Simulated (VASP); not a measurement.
A run of VASP 6.6.1 is set up as follows.

INCAR

```
PREC = Accurate
ENCUT = 520
EDIFF = 1E-7
ISMEAR = 0
SIGMA = 0.05
LREAL = False
LASPH = True
NELM = 100
ALGO = Fast
ISIF = 2
LWAVE = False
LCHARG = False
LMAXMIX = 4
LDAU = True
LDAUTYPE = 2
LDAUL = 2 -1
LDAUU = 4 0
LDAUJ = 0 0
LDAUPRINT = 1
GGA = PS
NBANDS = 15
```

Contents of KPOINTS:

```
Automatic mesh
0
Gamma
  7 7 7
```

The input POSCAR:

```
TaN
1.0
    0.0000000000      2.4911437700      2.4911437700
    2.4911437700      0.0000000000      2.4911437700
    2.4911437700      2.4911437700      0.0000000000
Ta N
1 1
Direct
    0.0000000000      0.0000000000      0.0000000000
    0.2500000000      0.2500000000      0.2500000000
```

Potentials or basis: VASP PAW PBE potentials, release 64 (Ta_pv, N).

The run is started by

```bash
$ cat potpaw_PBE.64/Ta_pv/POTCAR potpaw_PBE.64/N/POTCAR > POTCAR
$ mpirun -np 1 vasp_std > vasp.out
```

Task: What does it give for the pressure?

Result: -24.5 GPa.

Task: What does it give for the band gap on the k mesh?

Result: None (metal or under the smearing width).

Eigenvalues of the final occupation matrices:
| site | spin | trace | eigenvalues |
| --- | --- | --- | --- |
| site 1 d | 1 | 1.04 | 0.15 0.15 0.25 0.25 0.25 |
| site 1 d | 2 | 1.04 | 0.15 0.15 0.25 0.25 0.25 |

Caveat: the PAW data sets were made with another functional, which shifts forces and pressure a little; U without spin polarisation on a metal has little footing. The run has no spin-orbit coupling, so splittings on Ta are missing.
